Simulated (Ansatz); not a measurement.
Relaxed bulk SiMo3:

```yaml
crystal:
  lattice:
    - [4.86159, 0.00000, 0.00000]
    - [0.00000, 4.86159, 0.00000]
    - [0.00000, 0.00000, 4.86159]
  atoms:
    - { symbol: Si, position: [0.00000, 0.00000, 0.00000] }
    - { symbol: Si, position: [0.50000, 0.50000, 0.50000] }
    - { symbol: Mo, position: [0.25000, 0.00000, 0.50000] }
    - { symbol: Mo, position: [0.50000, 0.75000, 0.00000] }
    - { symbol: Mo, position: [0.75000, 0.00000, 0.50000] }
    - { symbol: Mo, position: [0.50000, 0.25000, 0.00000] }
    - { symbol: Mo, position: [0.00000, 0.50000, 0.75000] }
    - { symbol: Mo, position: [0.00000, 0.50000, 0.25000] }
```

Miller indices refer to the conventional cell of Pm-3n (No. 223), a = 4.862 Å, b = 4.862 Å, c = 4.862 Å, α = 90.00°, β = 90.00°, γ = 90.00°.

The (100) slab of 13 planes, 14.6 Å thick with 15 Å of vacuum as cut; outer planes Mo (top) and Mo (bottom).

All numbers below come from Ansatz 0.2.0, DFT PBEsol, scalar-relativistic, plane waves, PAW. Cutoff 420 eV; k points 7×7×1 on the computed 25-atom cell (Γ-centred); Gaussian smearing, width 0.10 eV; no spin polarisation. The cell repeats along c with a dipole correction in the vacuum.

The slab isn't stoichiometric (Si6Mo19), so its surface energy depends on the chemical potentials; it is given with the excess atoms taken from the element's standard state, a limit at which the compound may itself be unstable, so the figure can be too low.

With the atoms at the bulk's places:

```json
{
 "Surface energy with the excess atoms taken from the elements": "3.48 J/m²",
 "Work function": "4.01 eV"
}
```

Q: What changes when all atoms relax within this surface cell and its symmetry?

A: The energy falls by 0.175 J/m² a face, and the largest move is 0.14 Å.

For the relaxed slab, the surface energy with the excess atoms taken from the elements is 3.31 J/m² and the work function is 4.11 eV.

```
plane (bottom to top) atoms spacing to next, bulk (Å) relaxed (Å) change (%) rumpling (Å)
                    1     Mo                      1.215        1.061       -12.7         0.000
                    2  SiMo2                      1.215        1.227        +1.0         0.178
                    3     Mo                      1.215        1.197        -1.5         0.000
                    4  SiMo2                      1.215        1.252        +3.0         0.004
                    5     Mo                      1.215        1.196        -1.6         0.000
                    6  SiMo2                      1.215        1.219        +0.3         0.004
                    7     Mo                      1.215        1.219        +0.3         0.000
                    8  SiMo2                      1.215        1.196        -1.6         0.004
                    9     Mo                      1.215        1.252        +3.0         0.000
                   10  SiMo2                      1.215        1.197        -1.5         0.004
                   11     Mo                      1.215        1.227        +1.0         0.000
                   12  SiMo2                      1.215        1.061       -12.7         0.178
                   13     Mo                                                             0.000
```